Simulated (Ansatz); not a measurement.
# SnS2: the cost of one run

Computed with Ansatz 0.2.0 (DFT PBEsol, scalar-relativistic, plane waves, PAW, unless a step's input says otherwise).

4 further runs of the same task are left out: 1 that didn't finish, 3 set aside as unsound or not needed.

### Step 1. The system as given

The structure is trigonal, space group P-3m1 (No. 164). The conventional cell has a = 3.651 Å, b = 3.651 Å, c = 6.059 Å, α = 90.00°, β = 90.00°, γ = 120.00°. Sn (site symmetry -3m) has 6 S at 2.57 Å as nearest neighbours. Around S (site symmetry 3m) lie 3 Sn at 2.57 Å.

Coordinates:

```xyz
3
Lattice="3.6513 0.0000 0.0000 -1.8257 3.1621 0.0000 0.0000 0.0000 6.0589" Properties=species:S:1:pos:R:3 pbc="T T T"
Sn    0.0000    0.0000    0.0000
S     1.8257    1.0540    1.4738
S     0.0000    2.1081    4.5851
```

It is the result of an earlier relaxation at this level (volume 23.32 Å³/atom; gap on the mesh: 1.44 eV).

### Step 2. Band edges and mean potential of the bulk

input.yaml reads:

```yaml
crystal:
  lattice:
    - [3.6513143057, 0.0, 0.0]
    - [-1.8256571528, 3.1621309459, 0.0]
    - [0.0, 0.0, 6.0589189068]
  atoms:
    - { symbol: Sn, position: [0.0, 0.0, 0.0] }
    - { symbol: S, position: [0.6666666667, 0.3333333333, 0.2432430387] }
    - { symbol: S, position: [0.3333333333, 0.6666666667, 0.7567569613] }
basis:
  ecutwfc: 420
kpoints:
  mp_grid: { grid: [12, 12, 6] }
  band_path: { path: [VBM, CBM], npoints: 2 }
hamiltonian:
  xc: pbesol
scf:
  occupations: { method: gaussian, width: 0.02 }
output:
  forces: true
  stress: true
  eigenvalues: true
```

Launch:

```
ansatz run input.yaml --threads 1 --pin off --max-ram 2560MiB --backend cpu --events-out ev --progress --plain --runs-dir out
```

**Question.** How long does this run take on 1 thread of Intel Xeon 6975P-C (Granite Rapids), shared host, and how much memory does it need?

About 8.6 s, with a peak of 0.46 GiB.
